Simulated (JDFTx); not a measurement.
# PtS2 (P-3m1) in JDFTx: equation of state

How stiff is PtS2 in PBE, and what volume does it want? The cell is scaled to several volumes.

Everything below comes from runs of JDFTx 1.7.0 (patched build). Logs are shortened: lines on timing, memory, paths and dates and some standing lists are left out, and cuts for length are marked. The log counts tension as positive stress, the text compression.

## Step 1: Starting point

Symmetry: P-3m1, No. 164, trigonal system. Conventional cell: a = 3.543 Å, b = 3.543 Å, c = 5.039 Å, α = 90.00°, β = 90.00°, γ = 120.00°. Pt (site symmetry -3m) is surrounded by 6 S at 2.34 Å. S (site symmetry 3m) is surrounded by 3 Pt at 2.34 Å.

## Step 2: Equation of state, PBE, 17.17 Å³/atom (volume scaled by 0.94)

Input file PtS2.in:

```
lattice \
    6.5589927701    -3.2794963850     0.0000000000 \
    0.0000000000     5.6802543622     0.0000000000 \
    0.0000000000     0.0000000000     9.3275719039
coords-type Lattice
ion Pt     0.0000000000     0.0000000000     0.0000000000 1
ion S      0.6666666667     0.3333333333     0.7730000000 1
ion S      0.3333333333     0.6666666667     0.2270000000 1

ion-species pseudo/Pt.upf
ion-species pseudo/S.upf
elec-cutoff 42 336
elec-ex-corr gga-PBE
kpoint-folding 9 9 5
elec-smearing Fermi 0.0018374661
elec-n-bands 22
electronic-SCF nIterations 100 energyDiffThreshold 1e-09
electronic-minimize nIterations 30 energyDiffThreshold 1e-7
forces-output-coords Cartesian

dump-name run.$VAR
dump End Ecomponents EigStats BandEigs Kpoints Forces Stress
```

Potentials or basis: PseudoDojo-SR-PBE-0.5-standard.

On the command line:

```console
> jdftx -c 1 -i PtS2.in -o PtS2.out
```

The program printed:

```text
*************** JDFTx 1.7.0 (patched build) ***************

Input parsed successfully to the following command list (including defaults):
[... the input with its defaults ...]

---------- Setting up symmetries ----------

Found 24 point-group symmetries of the bravais lattice
Found 12 space-group symmetries with basis
Applied RMS atom displacement 3.09194e-10 bohrs to make symmetries exact.

---------- Initializing the Grid ----------
R =
[      6.55899      -3.2795            0  ]
[            0      5.68025            0  ]
[            0            0      9.32757  ]
unit cell volume = 347.515
G =
[    0.95795   0.553073         -0  ]
[          0    1.10615          0  ]
[          0         -0   0.673614  ]
Minimum fftbox size, Smin = [  56  56  80  ]
Chosen fftbox size, S = [  56  56  80  ]

---------- Initializing tighter grid for wavefunction operations ----------
R =
[      6.55899      -3.2795            0  ]
[            0      5.68025            0  ]
[            0            0      9.32757  ]
unit cell volume = 347.515
G =
[    0.95795   0.553073         -0  ]
[          0    1.10615          0  ]
[          0         -0   0.673614  ]
Minimum fftbox size, Smin = [  40  40  56  ]
Chosen fftbox size, S = [  40  40  56  ]

---------- Exchange Correlation functional ----------
Initalized PBE GGA exchange.
Initalized PBE GGA correlation.

---------- Setting up pseudopotentials ----------
Width of ionic core gaussian charges (only for fluid interactions / plotting) set to 0

Reading pseudopotential file 'pseudo/Pt.upf':
  'Pt' pseudopotential, 'PBE' functional
  Generated using ONCVPSP code by D. R. Hamann
  18 valence electrons, 4 orbitals, 8 projectors, 1001 radial grid points, with lMax = 3
    5S    l: 0   occupation:  2.0   eigenvalue: -3.741794
    5P    l: 1   occupation:  6.0   eigenvalue: -2.058655
    5D    l: 2   occupation:  9.0   eigenvalue: -0.225689
    6S    l: 0   occupation:  1.0   eigenvalue: -0.207978
  Core radius for overlap checks: 1.88 bohrs.

Reading pseudopotential file 'pseudo/S.upf':
  'S' pseudopotential, 'PBE' functional
  Generated using ONCVPSP code by D. R. Hamann
  6 valence electrons, 2 orbitals, 6 projectors, 1001 radial grid points, with lMax = 2
    3S    l: 0   occupation:  2.0   eigenvalue: -0.634163
    3P    l: 1   occupation:  4.0   eigenvalue: -0.257567
  Core radius for overlap checks: 1.43 bohrs.

Initialized 2 species with 3 total atoms.

Folded 1 k-points by 9x9x5 to 405 k-points.

---------- Setting up k-points, bands, fillings ----------
Reduced to 50 k-points under symmetry.
Computing the number of bands and number of electrons
Calculating initial fillings.
nElectrons:  30.000000   nBands: 22   nStates: 50

----- Setting up reduced wavefunction bases (one per k-point) -----
average nbasis = 4517.509 , ideal nbasis = 4517.951

---------- Setting up ewald sum ----------
Optimum gaussian width for ewald sums = 2.335506 bohr.
Real space sum over 1089 unit cells with max indices [  5  5  4  ]
Reciprocal space sum over 2873 terms with max indices [  6  6  8  ]

---------- Allocating electronic variables ----------
Initializing wave functions:  linear combination of atomic orbitals
Note: number of bands (22) exceeds available atomic orbitals (18)
Pt pseudo-atom occupations:   s ( 2 0 )  p ( 6 )  d ( 10 )
S pseudo-atom occupations:   s ( 2 )  p ( 4 )
	FillingsUpdate:  mu: +0.516784435  nElectrons: 30.000000
LCAOMinimize: Iter:   0  F: -140.7857351946230722  |grad|_K:  1.257e-02  alpha:  1.000e+00
	FillingsUpdate:  mu: +0.561744045  nElectrons: 30.000000
LCAOMinimize: Iter:   1  F: -141.4141862641437513  |grad|_K:  5.303e-03  alpha:  4.402e-01  linmin:  1.796e-01  cgtest: -8.993e-01
LCAOMinimize: 	Bad step direction: g.d > 0.
[... 11 lines of inner loops ...]
LCAOMinimize: Iter:   6  F: -141.5225211517239359  |grad|_K:  4.518e-07  alpha:  8.940e-01  linmin:  5.793e-03  cgtest: -1.295e-03
	FillingsUpdate:  mu: +0.480691542  nElectrons: 30.000000
LCAOMinimize: Iter:   7  F: -141.5225211538758288  |grad|_K:  3.425e-08  alpha:  8.723e-01  linmin: -3.225e-03  cgtest:  2.648e-02
LCAOMinimize: Converged (|Delta F|<1.000000e-06 for 2 iters).

-------- Electronic minimization -----------
Will mix electronic density at each iteration.
	FillingsUpdate:  mu: +0.480691542  nElectrons: 30.000000
	FillingsUpdate:  mu: +0.464636881  nElectrons: 30.000000
SCF: Cycle:  0   F: -141.650957182897514   dF: -1.284e-01   |Residual|: 1.497e-01   |deigs|: 1.434e-01
	FillingsUpdate:  mu: +0.466465791  nElectrons: 30.000000
SCF: Cycle:  1   F: -141.700897170632544   dF: -4.994e-02   |Residual|: 7.221e-02   |deigs|: 1.151e-02
	FillingsUpdate:  mu: +0.466293278  nElectrons: 30.000000
SCF: Cycle:  2   F: -141.708693157295897   dF: -7.796e-03   |Residual|: 2.250e-02   |deigs|: 5.449e-03
	FillingsUpdate:  mu: +0.467205060  nElectrons: 30.000000
SCF: Cycle:  3   F: -141.709314723147116   dF: -6.216e-04   |Residual|: 1.242e-02   |deigs|: 3.152e-03
	FillingsUpdate:  mu: +0.467943694  nElectrons: 30.000000
SCF: Cycle:  4   F: -141.709321545844091   dF: -6.823e-06   |Residual|: 3.106e-03   |deigs|: 7.823e-04
	FillingsUpdate:  mu: +0.468009032  nElectrons: 30.000000
SCF: Cycle:  5   F: -141.709344169956978   dF: -2.262e-05   |Residual|: 1.036e-03   |deigs|: 2.119e-04
	FillingsUpdate:  mu: +0.468159811  nElectrons: 30.000000
SCF: Cycle:  6   F: -141.709345663836416   dF: -1.494e-06   |Residual|: 3.485e-04   |deigs|: 1.432e-04
	FillingsUpdate:  mu: +0.468183780  nElectrons: 30.000000
SCF: Cycle:  7   F: -141.709346035698928   dF: -3.719e-07   |Residual|: 1.203e-04   |deigs|: 4.357e-05
	FillingsUpdate:  mu: +0.468188585  nElectrons: 30.000000
SCF: Cycle:  8   F: -141.709346173195428   dF: -1.375e-07   |Residual|: 3.312e-05   |deigs|: 1.788e-05
	FillingsUpdate:  mu: +0.468188598  nElectrons: 30.000000
SCF: Cycle:  9   F: -141.709346222303139   dF: -4.911e-08   |Residual|: 2.208e-05   |deigs|: 1.411e-05
	FillingsUpdate:  mu: +0.468187312  nElectrons: 30.000000
SCF: Cycle: 10   F: -141.709346246694878   dF: -2.439e-08   |Residual|: 1.688e-05   |deigs|: 1.896e-05
	FillingsUpdate:  mu: +0.468186941  nElectrons: 30.000000
SCF: Cycle: 11   F: -141.709346255509786   dF: -8.815e-09   |Residual|: 6.519e-06   |deigs|: 1.456e-05
	FillingsUpdate:  mu: +0.468187348  nElectrons: 30.000000
SCF: Cycle: 12   F: -141.709346260520761   dF: -5.011e-09   |Residual|: 4.061e-06   |deigs|: 1.395e-05
	FillingsUpdate:  mu: +0.468187195  nElectrons: 30.000000
SCF: Cycle: 13   F: -141.709346261948468   dF: -1.428e-09   |Residual|: 2.530e-06   |deigs|: 7.561e-06
	FillingsUpdate:  mu: +0.468187113  nElectrons: 30.000000
SCF: Cycle: 14   F: -141.709346262827779   dF: -8.793e-10   |Residual|: 5.849e-07   |deigs|: 1.393e-05
	FillingsUpdate:  mu: +0.468187110  nElectrons: 30.000000
SCF: Cycle: 15   F: -141.709346263069477   dF: -2.417e-10   |Residual|: 1.170e-06   |deigs|: 8.484e-06
SCF: Converged (|Delta E|<1.000000e-09 for 2 iters).

Setting wave functions to eigenvectors of Hamiltonian

# Stress tensor in Cartesian coordinates [Eh/a0^3]:
[ -0.000895253            0            0  ]
[            0 -0.000895253            0  ]
[            0            0 -0.000646425  ]

# Ionic positions in lattice coordinates:
ion Pt   0.000000000000000   0.000000000000000   0.000000000000000 1
ion S   0.666666666666667   0.333333333333333   0.773000000000000 1
ion S   0.333333333333333   0.666666666666667   0.227000000000000 1

# Forces in Cartesian coordinates:
force Pt   0.000000000000000   0.000000000000000  -0.000000000000000 1
force S  -0.000000000000000  -0.000000000000000  -0.044752193572405 1
force S   0.000000000000000   0.000000000000000   0.044752193572405 1

# Energy components:
   Eewald =      -91.1694875323021137
       EH =       43.7856961069475474
     Eloc =     -131.3743804717793466
      Enl =       11.0539402372139488
      Exc =      -30.1769156571790447
 Exc_core =       10.9107024912458801
       KE =       45.2610986450691470
-------------------------------------
     Etot =     -141.7093461807839958
       TS =        0.0000000822854890
-------------------------------------
        F =     -141.7093462630694773

IonicMinimize: Iter:   0  F: -141.709346263069477  |grad|_K:  2.110e-02
IonicMinimize: None of the convergence criteria satisfied after 0 iterations.

#--- Lowdin population analysis ---
# oxidation-state Pt +0.677
# oxidation-state S -0.209 -0.209

Dumping 'run.eigStats' ...
	eMin: -3.222841 at state 1 ( [ +0.000000 +0.000000 +0.200000 ] spin 0 )
	HOMO: +0.449650 at state 9 ( [ +0.000000 +0.222222 +0.200000 ] spin 0 )
	mu  : +0.468187
	LUMO: +0.489271 at state 14 ( [ +0.000000 +0.333333 +0.200000 ] spin 0 )
	eMax: +0.899324 at state 0 ( [ +0.000000 +0.000000 +0.000000 ] spin 0 )
	HOMO-LUMO gap: +0.039621
	Optical gap  : +0.041381 at state 9 ( [ +0.000000 +0.222222 +0.200000 ] spin 0 )
Done!
[note: mu as printed may lie anywhere between the filled and the empty levels]
```

Wall time 4.6 min (1 thread of Arm Neoverse V1, shared host); peak memory 0.38 GiB.

Results:

```yaml
Free_energy: -3856.1078 eV
Pressure: 23.9 GPa
Largest_force: 2.301 eV/Å
Band_gap_on_the_k_mesh: 1.08 eV, indirect (least direct gap 1.13 eV)
Loewdin_charges: Pt +0.68; S -0.21 e
```

Caveat: spin-orbit coupling is left out, which moves the levels of the heavy elements; an odd mesh through Γ misses points on the zone boundary, where band edges often lie; forces of over 1 eV/Å show positions far from the minimum, so gaps and moduli don't describe the material at rest.

## Step 3: Equation of state, PBE, 17.53 Å³/atom (volume scaled by 0.96)

Changes to PtS2.in since step 2:

```diff
@@ -1,5 +1,5 @@
 lattice \
-    6.5589927701    -3.2794963850     0.0000000000 \
-    0.0000000000     5.6802543622     0.0000000000 \
-    0.0000000000     0.0000000000     9.3275719039
+    6.6051843819    -3.3025921910     0.0000000000 \
+    0.0000000000     5.7202574715     0.0000000000 \
+    0.0000000000     0.0000000000     9.3932611943
 coords-type Lattice
```

Potentials or basis: PseudoDojo-SR-PBE-0.5-standard.

On the command line:

```console
> jdftx -c 1 -i PtS2.in -o PtS2.out
```

Run time: 4.7 min. Hardware: 1 thread of Arm Neoverse V1, shared host; peak memory 0.4 GiB.

The run converged. Its results:

```
Free energy            : -3856.2552 eV
Pressure               : 19.3 GPa
Largest force          : 1.919 eV/Å
Band gap on the k mesh : 1.06 eV, indirect (least direct gap 1.10 eV)
Loewdin charges        : Pt +0.68; S -0.21 e
```

Caveat: spin-orbit coupling is left out, which moves the levels of the heavy elements; an odd mesh through Γ misses points on the zone boundary, where band edges often lie; forces of over 1 eV/Å show positions far from the minimum, so gaps and moduli don't describe the material at rest.

## Step 4: Equation of state, PBE, 17.90 Å³/atom (volume scaled by 0.98)

Changes to PtS2.in since step 3:

```diff
@@ -1,5 +1,5 @@
 lattice \
-    6.6051843819    -3.3025921910     0.0000000000 \
-    0.0000000000     5.7202574715     0.0000000000 \
-    0.0000000000     0.0000000000     9.3932611943
+    6.6507388171    -3.3253694087     0.0000000000 \
+    0.0000000000     5.7597087696     0.0000000000 \
+    0.0000000000     0.0000000000     9.4580443532
 coords-type Lattice
```

On the command line:

```console
> jdftx -c 1 -i PtS2.in -o PtS2.out
```

Run time: 4.7 min. Hardware: 1 thread of Arm Neoverse V1, shared host; peak memory 0.4 GiB.

The run converged. Its results:

- Free energy: -3856.3727 eV
- Pressure: 15.1 GPa
- Largest force: 1.568 eV/Å
- Band gap on the k mesh: 1.03 eV, indirect (least direct gap 1.08 eV)
- Loewdin charges: Pt +0.68; S -0.21 e

Caveat: spin-orbit coupling is left out, which moves the levels of the heavy elements; an odd mesh through Γ misses points on the zone boundary, where band edges often lie; forces of over 1 eV/Å show positions far from the minimum, so gaps and moduli don't describe the material at rest.

## Step 5: Equation of state, PBE, 18.26 Å³/atom

Changes to PtS2.in since step 4:

```diff
@@ -1,5 +1,5 @@
 lattice \
-    6.6507388171    -3.3253694087     0.0000000000 \
-    0.0000000000     5.7597087696     0.0000000000 \
-    0.0000000000     0.0000000000     9.4580443532
+    6.6956776048    -3.3478388024     0.0000000000 \
+    0.0000000000     5.7986269013     0.0000000000 \
+    0.0000000000     0.0000000000     9.5219519968
 coords-type Lattice
```

On the command line:

```console
> jdftx -c 1 -i PtS2.in -o PtS2.out
```

Run time: 4.9 min. Hardware: 1 thread of Arm Neoverse V1, shared host; peak memory 0.4 GiB.

Results (log left out):

```yaml
Free_energy: -3856.4633 eV
Pressure: 11.4 GPa
Largest_force: 1.244 eV/Å
Band_gap_on_the_k_mesh: 1.01 eV, indirect (least direct gap 1.06 eV)
Loewdin_charges: Pt +0.67; S -0.22 e
```

Caveat: spin-orbit coupling is left out, which moves the levels of the heavy elements; an odd mesh through Γ misses points on the zone boundary, where band edges often lie; forces of over 1 eV/Å show positions far from the minimum, so gaps and moduli don't describe the material at rest.

## Step 6: Equation of state, PBE, 18.63 Å³/atom (volume scaled by 1.02)

Changes to PtS2.in since step 5:

```diff
@@ -1,5 +1,5 @@
 lattice \
-    6.6956776048    -3.3478388024     0.0000000000 \
-    0.0000000000     5.7986269013     0.0000000000 \
-    0.0000000000     0.0000000000     9.5219519968
+    6.7400211328    -3.3700105665     0.0000000000 \
+    0.0000000000     5.8370295231     0.0000000000 \
+    0.0000000000     0.0000000000     9.5850131192
 coords-type Lattice
```

Potentials or basis: PseudoDojo-SR-PBE-0.5-standard.

On the command line:

```console
> jdftx -c 1 -i PtS2.in -o PtS2.out
```

Run time: 4.8 min. Hardware: 1 thread of Arm Neoverse V1, shared host; peak memory 0.42 GiB.

The run converged. Its results:

```
Free energy            : -3856.5298 eV
Pressure               : 8.1 GPa
Largest force          : 0.945 eV/Å
Band gap on the k mesh : 0.99 eV, indirect (least direct gap 1.04 eV)
Loewdin charges        : Pt +0.67; S -0.22 e
```

Caveat: spin-orbit coupling is left out, which moves the levels of the heavy elements; an odd mesh through Γ misses points on the zone boundary, where band edges often lie.

## Step 7: Equation of state, PBE, 18.99 Å³/atom (volume scaled by 1.04)

Changes to PtS2.in since step 6:

```diff
@@ -1,5 +1,5 @@
 lattice \
-    6.7400211328    -3.3700105665     0.0000000000 \
-    0.0000000000     5.8370295231     0.0000000000 \
-    0.0000000000     0.0000000000     9.5850131192
+    6.7837887302    -3.3918943651     0.0000000000 \
+    0.0000000000     5.8749333744     0.0000000000 \
+    0.0000000000     0.0000000000     9.6472552083
 coords-type Lattice
```

Potentials or basis: PseudoDojo-SR-PBE-0.5-standard.

On the command line:

```console
> jdftx -c 1 -i PtS2.in -o PtS2.out
```

The program printed:

```text
*************** JDFTx 1.7.0 (patched build) ***************

Input parsed successfully to the following command list (including defaults):
[... the input with its defaults ...]

---------- Setting up symmetries ----------

Found 24 point-group symmetries of the bravais lattice
Found 12 space-group symmetries with basis
Applied RMS atom displacement 3.19791e-10 bohrs to make symmetries exact.

---------- Initializing the Grid ----------
R =
[      6.78379     -3.39189            0  ]
[            0      5.87493            0  ]
[            0            0      9.64726  ]
unit cell volume = 384.485
G =
[   0.926206   0.534745         -0  ]
[          0    1.06949          0  ]
[          0         -0   0.651293  ]
Minimum fftbox size, Smin = [  56  56  80  ]
Chosen fftbox size, S = [  56  56  80  ]

---------- Initializing tighter grid for wavefunction operations ----------
R =
[      6.78379     -3.39189            0  ]
[            0      5.87493            0  ]
[            0            0      9.64726  ]
unit cell volume = 384.485
G =
[   0.926206   0.534745         -0  ]
[          0    1.06949          0  ]
[... 106 lines left out ...]

# Ionic positions in lattice coordinates:
ion Pt   0.000000000000000   0.000000000000000   0.000000000000000 1
ion S   0.666666666666667   0.333333333333333   0.773000000000000 1
ion S   0.333333333333333   0.666666666666667   0.227000000000000 1

# Forces in Cartesian coordinates:
force Pt   0.000000000000000  -0.000000000000000   0.000000000000000 1
force S   0.000000000000000   0.000000000000000  -0.013021116873127 1
force S   0.000000000000000   0.000000000000000   0.013021116873127 1

# Energy components:
   Eewald =      -88.1483833524867464
       EH =       45.2690231521628164
     Eloc =     -135.6607040026627828
      Enl =       11.0136093676165583
      Exc =      -30.0531801517914730
 Exc_core =       10.9107015964515135
       KE =       44.9424308944831452
-------------------------------------
     Etot =     -141.7265024962269706
       TS =        0.0000002484016270
-------------------------------------
        F =     -141.7265027446285899

IonicMinimize: Iter:   0  F: -141.726502744628590  |grad|_K:  6.138e-03
IonicMinimize: None of the convergence criteria satisfied after 0 iterations.

#--- Lowdin population analysis ---
# oxidation-state Pt +0.671
# oxidation-state S -0.219 -0.219

Dumping 'run.eigStats' ...
	eMin: -3.276831 at state 0 ( [ +0.000000 +0.000000 +0.000000 ] spin 0 )
	HOMO: +0.379147 at state 9 ( [ +0.000000 +0.222222 +0.200000 ] spin 0 )
	mu  : +0.396148
	LUMO: +0.414813 at state 28 ( [ +0.111111 +0.222222 +0.400000 ] spin 0 )
	eMax: +0.810140 at state 0 ( [ +0.000000 +0.000000 +0.000000 ] spin 0 )
	HOMO-LUMO gap: +0.035666
	Optical gap  : +0.037576 at state 9 ( [ +0.000000 +0.222222 +0.200000 ] spin 0 )
Done!
[note: mu as printed may lie anywhere between the filled and the empty levels]
```

Run time: 5 min. Hardware: 1 thread of Arm Neoverse V1, shared host; peak memory 0.43 GiB.

What came out:

| Item | Value |
| --- | --- |
| Free energy | -3856.5746 eV |
| Pressure | 5.1 GPa |
| Largest force | 0.670 eV/Å |
| Band gap on the k mesh | 0.97 eV, indirect (least direct gap 1.02 eV) |
| Loewdin charges | Pt +0.67; S -0.22 e |

Caveat: spin-orbit coupling is left out, which moves the levels of the heavy elements; an odd mesh through Γ misses points on the zone boundary, where band edges often lie.

## Step 8: Equation of state, PBE, 19.36 Å³/atom (volume scaled by 1.06)

Changes to PtS2.in since step 7:

```diff
@@ -1,5 +1,5 @@
 lattice \
-    6.7837887302    -3.3918943651     0.0000000000 \
-    0.0000000000     5.8749333744     0.0000000000 \
-    0.0000000000     0.0000000000     9.6472552083
+    6.8269987406    -3.4134993703     0.0000000000 \
+    0.0000000000     5.9123543409     0.0000000000 \
+    0.0000000000     0.0000000000     9.7087043503
 coords-type Lattice
```

On the command line:

```console
> jdftx -c 1 -i PtS2.in -o PtS2.out
```

It took 5.2 min on 1 thread of Arm Neoverse V1, shared host; peak memory 0.43 GiB.

Results (log left out):

| Item | Value |
| --- | --- |
| Free energy | -3856.6000 eV |
| Pressure | 2.4 GPa |
| Largest force | 0.415 eV/Å |
| Band gap on the k mesh | 0.95 eV, indirect (least direct gap 1.00 eV) |
| Loewdin charges | Pt +0.67; S -0.22 e |

Caveat: spin-orbit coupling is left out, which moves the levels of the heavy elements; an odd mesh through Γ misses points on the zone boundary, where band edges often lie.

## Step 9: Equation of state, PBE

Potentials or basis: PseudoDojo-SR-PBE-0.5-standard.

No new run: the results of the series are fitted here.

What came out:

```
Equilibrium volume                        : 19.72 Å³/atom (rough: see the caveat)
Bulk modulus at fixed shape and positions : 124 GPa (rough)
```

Energy against volume, from the lowest point:
| volume (Å³/atom) | energy (meV/atom) |
| --- | --- |
| 17.165 | 164.08 |
| 17.531 | 114.93 |
| 17.896 | 75.77 |
| 18.261 | 45.58 |
| 18.626 | 23.41 |
| 18.992 | 8.46 |
| 19.357 | 0.00 |

Caveat: the minimum lies outside the volumes run; the cell was scaled at fixed shape and fractional positions, which overstates the stiffness of a crystal with free parameters, most of all of layers and chains. Spin-orbit coupling is left out, which matters for the levels of Pt.
